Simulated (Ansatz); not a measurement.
The cell is built from the rocksalt type as a first guess.

PbO: DFT, PBE, PAW with Ansatz's default frozen-core files, scalar-relativistic (Ansatz 0.2.0).

The relaxation starts from this cell:

```xyz
2
Lattice="0.0000 2.3132 2.3132 2.3132 0.0000 2.3132 2.3132 2.3132 0.0000" Properties=species:S:1:pos:R:3 pbc="T T T"
Pb    0.0000    0.0000    0.0000
O     2.3132    2.3132    2.3132
```

Output:

```
Engine: ansatz 0.2.0
Pseudopotentials: kind: paw
Pseudopotential: Pb, paw, valence charge 14, recommended cutoff 420 eV (normal)
Pseudopotential: O, paw, valence charge 6, recommended cutoff 420 eV (normal)
Functional definition: PBE
  parameter kappa = 0.804
  parameter beta = 0.06672455060314922
  exchange = pbe_x(kappa = kappa, mu = beta*pi^2/3)
  correlation = pbe_c(beta = beta)
Crystal: 2 atoms, lattice volume = 24.754 Å³
Basis set: ecut = 420 eV, 531 PW (Γ), exchange–correlation on 48×48×48 points (8 copies of the dense FFT grid, shifted against one another)
Bands: 14, of which v1, the nominal top of the filled ones, is band 10 counted from 1 (9 counted from 0)
Symmetry: 48 space group operations
Space group: Fm-3m (ITA 225), of the structure as read, at distance tolerance 2.9e-5 Å
k-points: 72 of 1728
Non-local potential: Pb, projectors of the file, l = 0: 2, l = 1: 2, l = 2: 2, l = 3: 2
Non-local potential: O, projectors of the file, l = 0: 2, l = 1: 2, l = 2: 1
PAW form: soft (Blöchl's): semilocal exchange-correlation on the pseudo side does not see the compensation charge
PAW one-centre angular grid: Pb, 590 points (default); XC on 64 Gauss nodes
PAW one-centre angular grid: O, 110 points (default); XC on 64 Gauss nodes
Initial density: superposition of atomic densities (neutral atoms: chi_scale 0, normalization atom), corrected by the library's trained network
Initial wavefunctions: pseudopotential atomic-orbital guess
Functional: x = pbe(κ = 0.804, μ = 0.2195149727645171), c = pbe(β = 0.06672455060314922)
SCF iter   1: F=—  HF=-12471.117225 eV  |F-HF|=—  |Δ(HF+E_count)|=         —  Δρ=8.01e-3  dr2=1.03e-2  ethr=1.77e-3  ⟨swp⟩=6.2  Hψ=6070  notcnv=0
preconditioner: auto → none  [insulator: Δε(μ)=0.211 eV  Ē_g=19.534 eV  σ=0.050 eV  W_gap=0.78  n_scr=8 (ndim 8)  ℏωp=33.4 eV  f_vac=0.000  D(μ)=0.12/eV (n_scr^D=0)  ε∞_Penn≈3.9]
SCF iter   2: F=—  HF=-12471.115348 eV  |F-HF|=—  |Δ(HF+E_count)|=   1.88e-3  Δρ=3.61e-3  dr2=1.81e-3  ethr=5.16e-5  ⟨swp⟩=2.3  Hψ=2225  notcnv=0
SCF iter   3: F=—  HF=-12471.115551 eV  |F-HF|=—  |Δ(HF+E_count)|=   2.03e-4  Δρ=4.02e-4  dr2=2.75e-5  ethr=9.03e-6  ⟨swp⟩=2.1  Hψ=1455  notcnv=0
SCF iter   4: F=—  HF=-12471.115544 eV  |F-HF|=—  |Δ(HF+E_count)|=   7.53e-6  Δρ=6.98e-5  dr2=1.24e-6  ethr=1.37e-7  ⟨swp⟩=2.0  Hψ=1624  notcnv=0
iter 5 did not close the SCF: its close was put off for the readings that it lacked (scf_convergence_deferred on its scf_iter line)
SCF iter   5: F=-12471.115544 eV  HF=-12471.115544 eV  |F-HF|=2.39e-8  |Δ(HF+E_count)|=   6.38e-8  Δρ=2.06e-5  dr2=5.07e-8  ethr=6.20e-9  ⟨swp⟩=2.7  Hψ=1704  notcnv=0
SCF iter   6: F=-12471.115544 eV  HF=-12471.115544 eV  |F-HF|=2.09e-10  |Δ(HF+E_count)|=   3.24e-8  Δρ=2.38e-6  dr2=6.32e-10  ethr=2.53e-10  ⟨swp⟩=3.1  Hψ=3602  notcnv=0
SCF 1 converged in 6 iterations: F = -12471.115544 eV  dr2 = 6.32e-10
  greatest PAW one-centre occupation: 0.986 electrons in one spin orbital (limit 2), on the Pb atom at site 0 (counted from 0), in its partial waves of l = 2
relax step   1: F+E_penalty+E_count = -12471.11554374 eV  Δ(F+E_penalty+E_count) = +0.000e0 eV  max|allowed force component| = 9.401e-30 eV/Å  Δτ_max = 0.0000 Å  P = +80.660 GPa  Ω = 24.754 Å³  (6 SCF iters, dr2 threshold 1.00e-7 eV, accepted)
Crystal: 2 atoms, lattice volume = 28.554 Å³
Basis set: ecut = 420 eV, 537 PW (Γ), exchange–correlation on 48×48×48 points (8 copies of the dense FFT grid, shifted against one another)
Initial density: handed on by an earlier stage of this run
Initial wavefunctions: those handed on with the density
iter 1 solved again at ethr=4.09e-4 eV; its pass at ethr=3.10e-3 eV (dr2=8.18e-2 eV) is discarded
SCF iter   1: F=—  HF=-12472.454837 eV  |F-HF|=—  |Δ(HF+E_count)|=         —  Δρ=1.91e-2  dr2=8.19e-2  ethr=4.09e-4  ⟨swp⟩=1.2  Hψ=8010  notcnv=0
preconditioner: auto → none  [insulator: Δε(μ)=0.339 eV  Ē_g=18.535 eV  σ=0.050 eV  W_gap=0.93  n_scr=8 (ndim 8)  ℏωp=31.1 eV  f_vac=0.000  D(μ)=0.04/eV (n_scr^D=0)  ε∞_Penn≈3.8]
SCF iter   2: F=—  HF=-12472.440674 eV  |F-HF|=—  |Δ(HF+E_count)|=   1.42e-2  Δρ=6.44e-3  dr2=1.13e-2  ethr=4.09e-4  ⟨swp⟩=2.2  Hψ=1444  notcnv=0
SCF iter   3: F=—  HF=-12472.438748 eV  |F-HF|=—  |Δ(HF+E_count)|=   1.93e-3  Δρ=7.49e-4  dr2=1.22e-4  ethr=5.66e-5  ⟨swp⟩=2.2  Hψ=1534  notcnv=0
SCF iter   4: F=—  HF=-12472.438756 eV  |F-HF|=—  |Δ(HF+E_count)|=   8.14e-6  Δρ=1.95e-4  dr2=1.01e-5  ethr=6.11e-7  ⟨swp⟩=2.6  Hψ=1616  notcnv=0
iter 5 did not close the SCF: its close was put off for the readings that it lacked (scf_convergence_deferred on its scf_iter line)
SCF iter   5: F=-12472.438759 eV  HF=-12472.438758 eV  |F-HF|=9.37e-8  |Δ(HF+E_count)|=   2.03e-6  Δρ=2.34e-5  dr2=8.53e-8  ethr=5.05e-8  ⟨swp⟩=2.3  Hψ=1662  notcnv=0
SCF iter   6: F=-12472.438759 eV  HF=-12472.438759 eV  |F-HF|=1.42e-10  |Δ(HF+E_count)|=   1.08e-7  Δρ=2.18e-6  dr2=8.89e-10  ethr=4.27e-10  ⟨swp⟩=2.7  Hψ=3489  notcnv=0
SCF 2 converged in 6 iterations: F = -12472.438759 eV  dr2 = 8.89e-10
  greatest PAW one-centre occupation: 0.985 electrons in one spin orbital (limit 2), on the Pb atom at site 0 (counted from 0), in its partial waves of l = 2
relax step   2: F+E_penalty+E_count = -12472.43875859 eV  Δ(F+E_penalty+E_count) = -1.323e0 eV  max|allowed force component| = 4.930e-30 eV/Å  Δτ_max = 0.0000 Å  P = +36.088 GPa  Ω = 28.554 Å³  energy of the carried Pulay correction = -1.054e-2 eV  (6 SCF iters, dr2 threshold 2.00e-7 eV, accepted)
Crystal: 2 atoms, lattice volume = 32.588 Å³
Basis set: ecut = 420 eV, 609 PW (Γ), exchange–correlation on 48×48×48 points (8 copies of the dense FFT grid, shifted against one another)
iter 1 solved again at ethr=2.44e-4 eV; its pass at ethr=3.10e-3 eV (dr2=4.87e-2 eV) is discarded
SCF iter   1: F=—  HF=-12472.978409 eV  |F-HF|=—  |Δ(HF+E_count)|=         —  Δρ=1.38e-2  dr2=4.81e-2  ethr=2.44e-4  ⟨swp⟩=1.4  Hψ=7687  notcnv=0
preconditioner: auto → none  [insulator: Δε(μ)=0.612 eV  Ē_g=17.731 eV  σ=0.050 eV  W_gap=1.00  n_scr=14 (ndim 8)  ℏωp=29.1 eV  f_vac=0.000  D(μ)=0.00/eV (n_scr^D=0)  ε∞_Penn≈3.7]
SCF iter   2: F=—  HF=-12472.971386 eV  |F-HF|=—  |Δ(HF+E_count)|=   7.02e-3  Δρ=4.84e-3  dr2=7.06e-3  ethr=2.41e-4  ⟨swp⟩=2.6  Hψ=1708  notcnv=0
SCF iter   3: F=—  HF=-12472.970661 eV  |F-HF|=—  |Δ(HF+E_count)|=   7.25e-4  Δρ=5.46e-4  dr2=9.61e-5  ethr=3.53e-5  ⟨swp⟩=2.2  Hψ=1443  notcnv=0
SCF iter   4: F=—  HF=-12472.970682 eV  |F-HF|=—  |Δ(HF+E_count)|=   2.08e-5  Δρ=1.67e-4  dr2=9.12e-6  ethr=4.80e-7  ⟨swp⟩=2.7  Hψ=1763  notcnv=0
iter 5 did not close the SCF: its close was put off for the readings that it lacked (scf_convergence_deferred on its scf_iter line)
SCF iter   5: F=-12472.970684 eV  HF=-12472.970684 eV  |F-HF|=6.38e-8  |Δ(HF+E_count)|=   2.27e-6  Δρ=1.77e-5  dr2=4.76e-8  ethr=4.56e-8  ⟨swp⟩=2.6  Hψ=1434  notcnv=0
[...]
SCF iter   5: F=-12473.187643 eV  HF=-12473.187643 eV  |F-HF|=2.87e-10  |Δ(HF+E_count)|=   2.18e-8  Δρ=1.53e-6  dr2=4.65e-10  ethr=2.37e-10  ⟨swp⟩=2.2  Hψ=1352  notcnv=0
SCF iter   6: F=-12473.187643 eV  HF=-12473.187643 eV  |F-HF|=5.46e-12  |Δ(HF+E_count)|=  4.07e-10  Δρ=1.25e-7  dr2=2.51e-12  ethr=2.32e-12  ⟨swp⟩=1.0  Hψ=2935  notcnv=0
SCF 9 converged in 6 iterations: F = -12473.187643 eV  dr2 = 2.51e-12
relax step   9: F+E_penalty+E_count = -12473.18764272 eV  Δ(F+E_penalty+E_count) = -1.868e-4 eV  max|allowed force component| = 4.700e-30 eV/Å  Δτ_max = 0.0000 Å  P = -0.073 GPa  Ω = 36.483 Å³  energy of the carried Pulay correction = -4.874e-3 eV  (6 SCF iters, dr2 threshold 2.00e-7 eV, accepted)
Crystal: 2 atoms, lattice volume = 36.453 Å³
iter 1 solved again at ethr=3.75e-9 eV; its pass at ethr=3.10e-3 eV (dr2=7.50e-7 eV) is discarded
SCF iter   1: F=—  HF=-12473.187758 eV  |F-HF|=—  |Δ(HF+E_count)|=         —  Δρ=4.31e-5  dr2=5.51e-7  ethr=3.75e-9  ⟨swp⟩=2.7  Hψ=6818  notcnv=0
preconditioner: auto → none  [insulator: Δε(μ)=0.414 eV  Ē_g=17.153 eV  σ=0.050 eV  W_gap=0.95  n_scr=14 (ndim 8)  ℏωp=27.5 eV  f_vac=0.000  D(μ)=0.01/eV (n_scr^D=0)  ε∞_Penn≈3.6]
SCF iter   2: F=—  HF=-12473.187746 eV  |F-HF|=—  |Δ(HF+E_count)|=   1.23e-5  Δρ=1.63e-5  dr2=8.48e-8  ethr=2.75e-9  ⟨swp⟩=2.0  Hψ=1727  notcnv=0
iter 3 did not close the SCF: its close was put off for the readings that it lacked (scf_convergence_deferred on its scf_iter line)
SCF iter   3: F=-12473.187746 eV  HF=-12473.187746 eV  |F-HF|=1.86e-10  |Δ(HF+E_count)|=   7.34e-9  Δρ=2.14e-6  dr2=2.14e-9  ethr=4.24e-10  ⟨swp⟩=2.1  Hψ=1311  notcnv=0
iter 4 did not close the SCF: its close was put off for the readings that it lacked (scf_convergence_deferred on its scf_iter line)
SCF iter   4: F=-12473.187746 eV  HF=-12473.187746 eV  |F-HF|=1.46e-11  |Δ(HF+E_count)|=  7.39e-10  Δρ=5.74e-7  dr2=1.48e-10  ethr=1.07e-11  ⟨swp⟩=3.0  Hψ=1826  notcnv=0
iter 5 did not close the SCF: its close was put off for the readings that it lacked (scf_convergence_deferred on its scf_iter line)
SCF iter   5: F=-12473.187746 eV  HF=-12473.187746 eV  |F-HF|=9.09e-12  |Δ(HF+E_count)|=  6.00e-11  Δρ=8.75e-8  dr2=1.48e-12  ethr=1.00e-12  ⟨swp⟩=2.2  Hψ=1290  notcnv=0
SCF iter   6: F=-12473.187746 eV  HF=-12473.187746 eV  |F-HF|=3.64e-12  |Δ(HF+E_count)|=  9.09e-12  Δρ=9.18e-9  dr2=1.60e-14  ethr=1.00e-12  ⟨swp⟩=1.0  Hψ=2306  notcnv=0
SCF 10 converged in 6 iterations: F = -12473.187746 eV  dr2 = 1.60e-14
relax step  10: F+E_penalty+E_count = -12473.18774565 eV  Δ(F+E_penalty+E_count) = -1.029e-4 eV  max|allowed force component| = 4.339e-30 eV/Å  Δτ_max = 0.0000 Å  P = -0.002 GPa  Ω = 36.453 Å³  energy of the carried Pulay correction = -4.778e-3 eV  (6 SCF iters, dr2 threshold 1.33e-8 eV, accepted)
iter 1 solved again at ethr=7.91e-8 eV; its pass at ethr=3.10e-3 eV (dr2=1.58e-5 eV) is discarded
SCF iter   1: F=—  HF=-12473.192749 eV  |F-HF|=—  |Δ(HF+E_count)|=         —  Δρ=3.93e-4  dr2=8.94e-6  ethr=7.91e-8  ⟨swp⟩=3.2  Hψ=8653  notcnv=0
SCF iter   2: F=—  HF=-12473.192809 eV  |F-HF|=—  |Δ(HF+E_count)|=   6.01e-5  Δρ=1.76e-4  dr2=1.24e-6  ethr=4.47e-8  ⟨swp⟩=2.0  Hψ=1373  notcnv=0
SCF iter   3: F=—  HF=-12473.192834 eV  |F-HF|=—  |Δ(HF+E_count)|=   2.46e-5  Δρ=2.48e-5  dr2=2.99e-8  ethr=6.18e-9  ⟨swp⟩=2.0  Hψ=1728  notcnv=0
SCF iter   4: F=—  HF=-12473.192835 eV  |F-HF|=—  |Δ(HF+E_count)|=   5.09e-7  Δρ=2.09e-6  dr2=1.04e-9  ethr=1.50e-10  ⟨swp⟩=2.0  Hψ=1728  notcnv=0
SCF iter   5: F=—  HF=-12473.192835 eV  |F-HF|=—  |Δ(HF+E_count)|=  4.55e-11  Δρ=5.59e-7  dr2=6.45e-11  ethr=5.18e-12  ⟨swp⟩=2.0  Hψ=1532  notcnv=0
SCF iter   6: F=-12473.192835 eV  HF=-12473.192835 eV  |F-HF|=0.00e0  |Δ(HF+E_count)|=  6.37e-11  Δρ=6.99e-8  dr2=1.11e-12  ethr=1.00e-12  ⟨swp⟩=5.8  Hψ=3937  notcnv=0
SCF 11 converged in 6 iterations: F = -12473.192835 eV  dr2 = 1.11e-12
relax step  11: F+E_penalty+E_count = -12473.19283453 eV  Δ(F+E_penalty+E_count) = -5.089e-3 eV  max|allowed force component| = 6.804e-30 eV/Å  Δτ_max = 0.0000 Å  P = +0.061 GPa  Ω = 36.453 Å³  stress off target by 6.10e-2 GPa  SCF on the basis re-selected at this cell (its energy is not comparable with the rows above)  (6 SCF iters)
basis re-selected at this cell: Δ(F+E_penalty+E_count) = -5.089e-3 eV, ΔP = +0.063 GPa vs the last step (what re-selecting the basis moved, of the pressure what is left beyond the Pulay correction that the steps carried, after the strain that the cell walked since its last selection, with what the two solves' SCF thresholds leave and, on support functions, any second-order correction that the steps lacked; it is no measure of the basis error at this ecutwfc). This SCF's stress stands 6.10e-2 GPa from its target on what of the cell is left free (relax.cell.stress_tol is 5.00e-2 GPa) and its largest allowed force component is 6.80e-30 eV/Å (relax.f_tol is 5.00e-3 eV/Å): not within both, so this SCF does not close the relaxation
Crystal: 2 atoms, lattice volume = 36.478 Å³
iter 1 solved again at ethr=2.75e-9 eV; its pass at ethr=3.10e-3 eV (dr2=5.51e-7 eV) is discarded
SCF iter   1: F=—  HF=-12473.192796 eV  |F-HF|=—  |Δ(HF+E_count)|=         —  Δρ=3.57e-5  dr2=3.86e-7  ethr=2.75e-9  ⟨swp⟩=2.7  Hψ=6832  notcnv=0
preconditioner: auto → none  [insulator: Δε(μ)=0.414 eV  Ē_g=17.149 eV  σ=0.050 eV  W_gap=0.95  n_scr=14 (ndim 8)  ℏωp=27.5 eV  f_vac=0.000  D(μ)=0.01/eV (n_scr^D=0)  ε∞_Penn≈3.6]
SCF iter   2: F=—  HF=-12473.192783 eV  |F-HF|=—  |Δ(HF+E_count)|=   1.22e-5  Δρ=1.37e-5  dr2=6.12e-8  ethr=1.93e-9  ⟨swp⟩=2.0  Hψ=1727  notcnv=0
iter 3 did not close the SCF: its close was put off for the readings that it lacked (scf_convergence_deferred on its scf_iter line)
SCF iter   3: F=-12473.192783 eV  HF=-12473.192783 eV  |F-HF|=1.38e-10  |Δ(HF+E_count)|=   5.35e-9  Δρ=1.75e-6  dr2=1.46e-9  ethr=3.06e-10  ⟨swp⟩=2.1  Hψ=1310  notcnv=0
iter 4 did not close the SCF: its close was put off for the readings that it lacked (scf_convergence_deferred on its scf_iter line)
SCF iter   4: F=-12473.192783 eV  HF=-12473.192783 eV  |F-HF|=0.00e0  |Δ(HF+E_count)|=  5.37e-10  Δρ=4.55e-7  dr2=9.63e-11  ethr=7.30e-12  ⟨swp⟩=3.0  Hψ=1825  notcnv=0
iter 5 did not close the SCF: its close was put off for the readings that it lacked (scf_convergence_deferred on its scf_iter line)
SCF iter   5: F=-12473.192783 eV  HF=-12473.192783 eV  |F-HF|=3.64e-12  |Δ(HF+E_count)|=  3.82e-11  Δρ=7.46e-8  dr2=1.08e-12  ethr=1.00e-12  ⟨swp⟩=2.0  Hψ=1117  notcnv=0
SCF iter   6: F=-12473.192783 eV  HF=-12473.192783 eV  |F-HF|=3.64e-12  |Δ(HF+E_count)|=  1.82e-12  Δρ=9.42e-9  dr2=2.15e-14  ethr=1.00e-12  ⟨swp⟩=1.1  Hψ=2308  notcnv=0
SCF 12 converged in 6 iterations: F = -12473.192783 eV  dr2 = 2.15e-14
relax step  12: F+E_penalty+E_count = -12473.19278344 eV  Δ(F+E_penalty+E_count) = +5.109e-5 eV  max|allowed force component| = 4.865e-30 eV/Å  Δτ_max = 0.0000 Å  P = +0.000 GPa  Ω = 36.478 Å³  energy of the carried Pulay correction = -5.591e-5 eV  (6 SCF iters, dr2 threshold 9.29e-9 eV, accepted)
iter 1 solved again at ethr=6.05e-8 eV; its pass at ethr=3.10e-3 eV (dr2=1.21e-5 eV) is discarded
SCF iter   1: F=—  HF=-12473.192879 eV  |F-HF|=—  |Δ(HF+E_count)|=         —  Δρ=6.49e-6  dr2=2.41e-9  ethr=6.05e-8  ⟨swp⟩=3.1  Hψ=8678  notcnv=0
eigensolver tolerance schedule: the retry pair's looser diagonalisation over-reported the residual by 5028.49 of it (diagonalisation noise at 0.11 of the residual, at the tolerance the schedule requests for it); recorded, not acted on — ethr = c·dr2/N_el stays at c = 1.0e-1
preconditioner: auto → none  [insulator: Δε(μ)=0.413 eV  Ē_g=17.149 eV  σ=0.050 eV  W_gap=0.95  n_scr=14 (ndim 8)  ℏωp=27.5 eV  f_vac=0.000  D(μ)=0.01/eV (n_scr^D=0)  ε∞_Penn≈3.6]
SCF iter   2: F=—  HF=-12473.192864 eV  |F-HF|=—  |Δ(HF+E_count)|=   1.48e-5  Δρ=2.98e-6  dr2=4.18e-10  ethr=1.20e-11  ⟨swp⟩=2.4  Hψ=1770  notcnv=0
iter 3 did not close the SCF: its close was put off for the readings that it lacked (scf_convergence_deferred on its scf_iter line)
SCF iter   3: F=-12473.192864 eV  HF=-12473.192864 eV  |F-HF|=3.64e-12  |Δ(HF+E_count)|=   1.28e-9  Δρ=3.53e-7  dr2=1.63e-11  ethr=2.09e-12  ⟨swp⟩=2.0  Hψ=1728  notcnv=0
iter 4 did not close the SCF: its close was put off for the readings that it lacked (scf_convergence_deferred on its scf_iter line)
SCF iter   4: F=-12473.192864 eV  HF=-12473.192864 eV  |F-HF|=5.46e-12  |Δ(HF+E_count)|=  1.09e-11  Δρ=8.34e-8  dr2=1.56e-12  ethr=1.00e-12  ⟨swp⟩=1.0  Hψ=1008  notcnv=0
iter 5 did not close the SCF: its close was put off for the readings that it lacked (scf_convergence_deferred on its scf_iter line)
SCF iter   5: F=-12473.192864 eV  HF=-12473.192864 eV  |F-HF|=1.09e-11  |Δ(HF+E_count)|=  1.82e-12  Δρ=1.63e-8  dr2=8.76e-14  ethr=1.00e-12  ⟨swp⟩=1.0  Hψ=1008  notcnv=0
iter 6 did not close the SCF: its close was put off for the readings that it lacked (scf_convergence_deferred on its scf_iter line)
SCF iter   6: F=-12473.192864 eV  HF=-12473.192864 eV  |F-HF|=5.46e-12  |Δ(HF+E_count)|=    0.00e0  Δρ=3.72e-9  dr2=3.61e-15  ethr=1.00e-12  ⟨swp⟩=1.0  Hψ=1008  notcnv=0
SCF iter   7: F=-12473.192864 eV  HF=-12473.192864 eV  |F-HF|=0.00e0  |Δ(HF+E_count)|=  7.28e-12  Δρ=8.14e-10  dr2=1.95e-16  ethr=1.00e-12  ⟨swp⟩=2.8  Hψ=3013  notcnv=0
SCF 13 converged in 7 iterations: F = -12473.192864 eV  dr2 = 1.95e-16
relax step  13: F+E_penalty+E_count = -12473.19286426 eV  Δ(F+E_penalty+E_count) = -8.082e-5 eV  max|allowed force component| = 3.731e-30 eV/Å  Δτ_max = 0.0000 Å  P = +0.001 GPa  Ω = 36.478 Å³  stress off target by 1.09e-3 GPa  SCF on the basis re-selected at this cell (its energy is not comparable with the rows above)  (7 SCF iters)
basis re-selected at this cell: Δ(F+E_penalty+E_count) = -8.082e-5 eV, ΔP = +0.001 GPa vs the last step (what re-selecting the basis moved, of the pressure what is left beyond the Pulay correction that the steps carried, after the strain that the cell walked since its last selection, with what the two solves' SCF thresholds leave and, on support functions, any second-order correction that the steps lacked; it is no measure of the basis error at this ecutwfc). This SCF's stress stands 1.09e-3 GPa from its target on what of the cell is left free (relax.cell.stress_tol is 5.00e-2 GPa) and its largest allowed force component is 3.73e-30 eV/Å (relax.f_tol is 5.00e-3 eV/Å): within both
SCF converged after 7 iterations
Free energy (F): -12473.192864 eV
Harris-Foulkes:  -12473.192864 eV  (|F-HF|=0.00e0)
Internal energy: -12473.192730 eV  (E = F + TS)
E sigma→0 (E₀):  -12473.192797 eV
Entropy (-TS):   -0.000135 eV (-0.067 meV/atom)
Fermi energy:    10.199702 eV
--- Per-component energies (eV) ---
  E_band       = -27.032170
  E_kinetic    = 459.783458
  E_local      = -1248.445437  (includes V_loc(G=0)·N_el)
  E_nonlocal   = 398.173156
  E_hartree    = 477.625900
  E_xc         = -295.199100
  E_vxc        = -227.145528  (∫ρ·V_xc dr)
  E_paw        = -10560.068382  (= ΣΔE_a)
  E_vpaw       = -364.651978  (= ΣTr[D̂ρ^β])
  E_aug_tail   = 0.002359  (compensation charges beyond the density's cutoff)
  E_ewald      = -1705.064683
  E_smearing   = -0.000135  (= −TS)
  E_closure    = 0.000000  (closes the sum)
  Σ components = -12473.192864   (vs F -12473.192864, Δ=0.00e0)
--- Forces (eV/Å), atoms counted from 1 ---
  atom   1  Pb    -0.00000000     0.00000000    -0.00000000
  atom   2  O      0.00000000    -0.00000000     0.00000000
  max |Σ_I F_I| component: 7.26e-30 eV/Å
--- Stress (GPa, compression-positive) ---
        0.001092       0.000000       0.000000
        0.000000       0.001092       0.000000
        0.000000       0.000000       0.001092
  P = ⅓ Tr σ = 0.0011 GPa (0.011 kbar)
--- Relaxed structure (10 steps of the walk, 10 accepted, 3 SCFs on fresh bases) ---
  F+E_penalty+E_count = -12473.19286426 eV   max|allowed force component| = 3.731e-30 eV/Å   (the final SCF, on the basis selected at the relaxed cell)
  cell:  # Å, volume = 36.4783 Å³
    - [-1.1477967494580037e-33, 2.632297059391416, 2.632297059391416]
    - [2.632297059391416, 6.066125089328824e-34, 2.632297059391416]
    - [2.632297059391416, 2.632297059391416, 6.265715296701296e-34]
  atoms:
    - { symbol: Pb, position: [-1.8213005737304442e-35, 2.0814863699768107e-35, 3.469143949966366e-35] }
    - { symbol: O, position: [0.5, 0.5, 0.5] }
```
